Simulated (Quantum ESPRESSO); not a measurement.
Crystal: Na.

```xyz
1
Lattice="-1.8883 1.8883 2.6373 1.8883 -1.8883 2.6373 1.8883 1.8883 -2.6373" Properties=species:S:1:pos:R:3 pbc="T T T"
Na    0.0000    0.0000    0.0000
```

This isn't the form of Na at room conditions, which is bcc.

* Program: Quantum ESPRESSO 7.5
* Task: single point
* Functional: PBE
* Potentials or basis: SSSP 1.3 efficiency PBE
* Cutoff: 748 eV
* Density cutoff: 5987 eV
* k mesh: 10 × 10 × 10
* Occupations: fermi-dirac, width 0.05 eV
* Spin: no spin polarisation

On this cell: pressure -0.1 GPa; band gap on the k mesh none (metal or under the smearing width).

The same run follows on a disturbed copy (cell strained at random at fixed volume):

```xyz
1
Lattice="-1.9083 1.9484 2.6227 1.8556 -1.9253 2.5685 1.8969 1.9140 -2.6062" Properties=species:S:1:pos:R:3 pbc="T T T"
Na   -0.0377   -0.0269    0.0264
```

Problem. What does the disturbed cell give?

Solution. The energy (extrapolated to zero smearing) moves by -0.0 meV/atom; pressure -0.1 GPa; band gap on the k mesh none (metal or under the smearing width).

Stress tensor (GPa, compression positive):
```
 0.07  0.01  0.07
 0.01 -0.26 -0.06
 0.07 -0.06 -0.11
```
